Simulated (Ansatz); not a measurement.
Crystal: TiTe2.

```
Te Ti
1.0
     3.77700    0.00000    0.00000
    -1.88850    3.27098    0.00000
     0.00000    0.00000    6.49800
Te Ti
2 1
Direct
  0.33333 0.66667 0.73720
  0.66667 0.33333 0.26280
  0.00000 0.00000 0.00000
```

Base run:

```yaml
Program: Ansatz 0.2.0
Functional: PBE
Potentials_or_basis: all-electron LAPW, scalar-relativistic
Cutoff: 240 eV
Density_cutoff: 962 eV
Basis_error_allowed: 0.001 eV/atom
k_mesh: 8 × 8 × 4
Occupations: fermi-dirac, width 0.05 eV
Spin: no spin polarisation
```

Its results: band gap on the k mesh none (metal or under the smearing width); pressure 0.9 GPa; largest force 0.011 eV/Å.

**Question.** The run is repeated on the same cell with these changes: functional from PBE to PBEsol. What comes out?

**Answer.** Band gap on the k mesh none (metal or under the smearing width); pressure -2.3 GPa; largest force 0.129 eV/Å.

PBEsol binds more tightly than PBE, so the same cell stands under less pressure.

Caveats: this functional lacks dispersion, which binds the layers, so the pressure and a relaxed spacing across them are unreliable.

Not every run made on this cell is shown here.
